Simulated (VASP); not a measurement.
# ZnSe (Stilleite) (F-43m) in VASP: further runs, part 3 of 3

VASP 6.6.1.

## 5. Dielectric tensor, LDA

Input file INCAR:

```
  PREC = Accurate
  ENCUT = 350
  EDIFF = 1E-8
  ISMEAR = 0
  SIGMA = 0.01
  LREAL = F
  LASPH = T
  NELM = 100
  ALGO = Normal
  ISIF = 2
  LWAVE = F
  LCHARG = F
  LEPSILON = T
```

Input file KPOINTS:

```
regular mesh
0
Gamma
  7 7 7
```

Input file POSCAR:

```
ZnSe
1.0
    0.0000000000      2.8338000000      2.8338000000
    2.8338000000      0.0000000000      2.8338000000
    2.8338000000      2.8338000000      0.0000000000
Se Zn
1 1
Direct
    0.7500000000      0.7500000000      0.7500000000
    0.0000000000      0.0000000000      0.0000000000
```

Potentials or basis: VASP PAW LDA potentials, release 64 (Se, Zn).

Command:

```sh
$ cat potpaw_LDA.64/Se/POTCAR potpaw_LDA.64/Zn/POTCAR > POTCAR
$ mpirun -np 1 vasp_std > vasp.out
```

OUTCAR:

```text
PREC = Accurate
   ENCUT = 350
   EDIFF = 1E-8
   ISMEAR = 0
   LREAL = F
   LASPH = T
   NELM = 100
   ISIF = 2
   LEPSILON = T

 Found     20 irreducible k-points:

 Following reciprocal coordinates:
            Coordinates               Weight
  0.000000  0.000000  0.000000      1.000000
  0.142857  0.000000  0.000000      8.000000
  0.285714  0.000000  0.000000      8.000000
  0.428571  0.000000  0.000000      8.000000
  0.142857  0.142857  0.000000      6.000000
  0.285714  0.142857  0.000000     24.000000
   k-points           NKPTS =     20   k-points in BZ     NKDIM =     20   number of bands    NBANDS=     13
   number of dos      NEDOS =    301   number of ions     NIONS =      2
   total plane-waves  NPLWV =  13824
   dimension x,y,z NGX =    24 NGY =   24 NGZ =   24
   dimension x,y,z NGXF=    48 NGYF=   48 NGZF=   48
   ions per type =               1   1
   NGX,Y,Z   is equivalent  to a cutoff of   9.96,  9.96,  9.96 a.u.
   NGXF,Y,Z  is equivalent  to a cutoff of  19.91, 19.91, 19.91 a.u.
 SYSTEM =  unknown system
   PREC   = accura    normal or accurate (medium, high low for compatibility)
   ISTART =      0    job   : 0-new  1-cont  2-samecut
   ICHARG =      2    charge: 1-file 2-atom 10-const
   ISPIN  =      1    spin polarized calculation?
   LNONCOLLINEAR =      F non collinear calculations
   LSORBIT =      F    spin-orbit coupling
   LASPH  =      T    aspherical Exc in radial PAW
   ENCUT  =  350.0 eV  25.72 Ry    5.07 a.u.   6.11  6.11  6.11*2*pi/ulx,y,z
   NELM   =    100;   NELMIN=  2; NELMDL= -5     # of ELM steps
   EDIFF  = 0.1E-07   stopping-criterion for ELM
   LREAL  =      F    real-space projection
   EDIFFG = 0.1E-06   stopping-criterion for IOM
   NSW    =      0    number of steps for IOM
   IBRION =     -1    ionic relax: 0-MD 1-quasi-New 2-CG
   NFREE  =      0    steps in history (QN), initial steepest desc. (CG)
   ISIF   =      2    stress and relaxation
   ISYM   =      2    0-nonsym 1-usesym 2-fastsym
   POTIM  = 0.5000    time-step for ionic-motion
   TEBEG  =    0.0;   TEEND  =   0.0 temperature during run
   PSTRESS=    0.0 pullay stress
   NELECT =      18.0000    total number of electrons
   NUPDOWN=      -1.0000    fix difference up-down
   EMIN   =  10.00;   EMAX   =-10.00  energy-range for DOS
   EFERMI =   0.00;   METHOD = LEGACY
   ISMEAR =     0;   SIGMA  =   0.01  broadening in eV -4-tet -1-fermi 0-gaus
   EFERMI_NEDOS =   21; number of points for ismear=-14 and -15
   IALGO  =     38    algorithm
   IMIX   =      4    mixing-type and parameters
     AMIX     =   0.40;   BMIX     =  1.00
     AMIX_MAG =   1.60;   BMIX_MAG =  1.00
  volume/ion in A,a.u.               =      22.76       153.57
  Fermi-wavevector in a.u.,A,eV,Ry     =   1.201673  2.270834 19.647073  1.444019
  Thomas-Fermi vector in A             =   2.337476
   LORBIT       =      0    0 simple, 1 ext, 2 COOP (PROOUT), +10 PAW based schemes
   GGA     = CA    functional components
   LHFCALC =     F    Hartree Fock is set to
   AEXX    =    0.0000 exact exchange contribution
   IVDW    =     0    specifies the selected vdW correction
   LEPSILON=     T    determine dielectric tensor
   LRPA    =     F    only Hartree local field effects (RPA)
 non-spin polarized calculation
 Gauss-broadening in eV      SIGMA  =   0.01
  energy-cutoff  :      350.00
[... 109 lines left out ...]
     13       8.6963      0.00000

 [... further k-points ...]

  FORCE on cell =-STRESS in cart. coord.  units (eV):
  Direction    XX          YY          ZZ          XY          YZ          ZX
  --------------------------------------------------------------------------------------
  -------------------------------------------------------------------------------------
  Total       -0.9442706     -0.9442706     -0.9442706      0.0000000      0.0000000     -0.0000000
  in kB      -33.2406459    -33.2406459    -33.2406459      0.0000000      0.0000000     -0.0000000
  external PRESSURE =     -33.2406459 kB  Pullay stress =       0.0000000 kB

 VOLUME and BASIS-vectors are now :
 -----------------------------------------------------------------------------
  energy-cutoff  :      350.00
  volume of cell :       45.51
      direct lattice vectors                 reciprocal lattice vectors
     0.000000000  2.833800000  2.833800000    -0.176441527  0.176441527  0.176441527
     2.833800000  0.000000000  2.833800000     0.176441527 -0.176441527  0.176441527
     2.833800000  2.833800000  0.000000000     0.176441527  0.176441527 -0.176441527

 POSITION                                       TOTAL-FORCE (eV/Angst)
 -----------------------------------------------------------------------------------
      4.25070      4.25070      4.25070        -0.000000     -0.000000     -0.000000
      0.00000      0.00000      0.00000         0.000000      0.000000      0.000000
 -----------------------------------------------------------------------------------
    total drift:                                0.000003      0.000003      0.000002

  FREE ENERGIE OF THE ION-ELECTRON SYSTEM (eV)
  ---------------------------------------------------
  free  energy   TOTEN  =        -7.3478856186 eV

  energy  without entropy=       -7.3478856186  energy(sigma->0) =       -7.34788562

 HEAD OF MICROSCOPIC STATIC DIELECTRIC TENSOR (INDEPENDENT PARTICLE, excluding Hartree and local field effects)
 ------------------------------------------------------
           9.831103     0.000000    -0.000000
          -0.000000     9.831103     0.000000
           0.000000     0.000000     9.831103
 ------------------------------------------------------

 Free energy of the ion-electron system (eV)
  ---------------------------------------------------
  ---------------------------------------------------
  free energy    TOTEN  =        -1.09795137 eV

  energy without entropy =       -1.09795137

------------------------ aborting loop because EDIFF is reached ----------------------------------------

--------------------------------------- Ionic step        2  -------------------------------------------

------------------------ aborting loop because EDIFF is reached ----------------------------------------

--------------------------------------- Ionic step        3  -------------------------------------------

 Free energy of the ion-electron system (eV)
  ---------------------------------------------------
  ---------------------------------------------------
  free energy    TOTEN  =        -1.09794719 eV

  energy without entropy =       -1.09794719

------------------------ aborting loop because EDIFF is reached ----------------------------------------

 PIEZOELECTRIC TENSOR FIELD DIRECTION 3  (e Angst)
 -----------------------------------------------------------------------------
    -0.00179  2.12634  0.00000           (  0.00000 -0.04095  0.00000)
     2.12634 -0.00179  0.00000           ( -0.04095  0.00000  0.00000)
     0.00000  0.00000  0.00180           (  0.00000  0.00000 -0.00000)

 PIEZOELECTRIC TENSOR FIELD DIRECTION 3  (C/m^2)
 -----------------------------------------------------------------------------
    -0.00063  0.74852  0.00000
     0.74852 -0.00063  0.00000
     0.00000  0.00000  0.00063

 MACROSCOPIC STATIC DIELECTRIC TENSOR (including local field effects in DFT)
 ------------------------------------------------------
           9.317605     0.000000    -0.000000
           0.000000     9.317605     0.000000
          -0.000000    -0.000000     9.317605
 ------------------------------------------------------

 PIEZOELECTRIC TENSOR (including local field effects)  for field in x, y, z        (e  Angst)
          XX          YY          ZZ          XY          YZ          ZX
  --------------------------------------------------------------------------------
  x     0.00000     0.00000    -0.00000    -0.00000     2.15031     0.00000
  y     0.00000     0.00000     0.00000     0.00000    -0.00000     2.15031
  z     0.00000     0.00000     0.00000     2.15031     0.00000    -0.00000

 PIEZOELECTRIC TENSOR (including local field effects)  for field in x, y, z        (C/m^2)
          XX          YY          ZZ          XY          YZ          ZX
  --------------------------------------------------------------------------------
  x     0.00000     0.00000    -0.00000    -0.00000     0.75696     0.00000
  y     0.00000     0.00000     0.00000     0.00000    -0.00000     0.75696
  z     0.00000     0.00000     0.00000     0.75696     0.00000    -0.00000

 BORN EFFECTIVE CHARGES (including local field effects) (in |e|, cummulative output)
 ---------------------------------------------------------------------------------
 ion    1
    1    -2.13833    -0.00000    -0.00000
    2    -0.00000    -2.13833    -0.00000
    3     0.00000     0.00000    -2.13833
 ion    2
    1     2.13833     0.00000     0.00000
    2     0.00000     2.13833     0.00000
    3     0.00000     0.00000     2.13833
```

Run time: 66 s. Hardware: 1 thread of AMD EPYC 9R14 (Zen 4), shared host; peak memory 0.14 GiB.

The run converged, but some of its settings lie outside the range that counts as converged, so its numbers aren't taken as properties of the crystal.

Results:

- Band gap on the k mesh: 1.06 eV, direct
- Electronic dielectric tensor (diagonal): 9.32
- Born charges (mean of the diagonal): Se -2.14; Zn +2.14 e

## 6. For comparison

An earlier run on the cell as given: functional PBE; potentials or basis VASP PAW PBE potentials, release 64 (Se, Zn); cutoff 520 eV; k mesh 8 × 8 × 8; occupations fermi-dirac, width 0.05 eV; no spin polarisation.

* Pressure: 2.3 GPa
* Band gap on the k mesh: 1.29 eV, direct
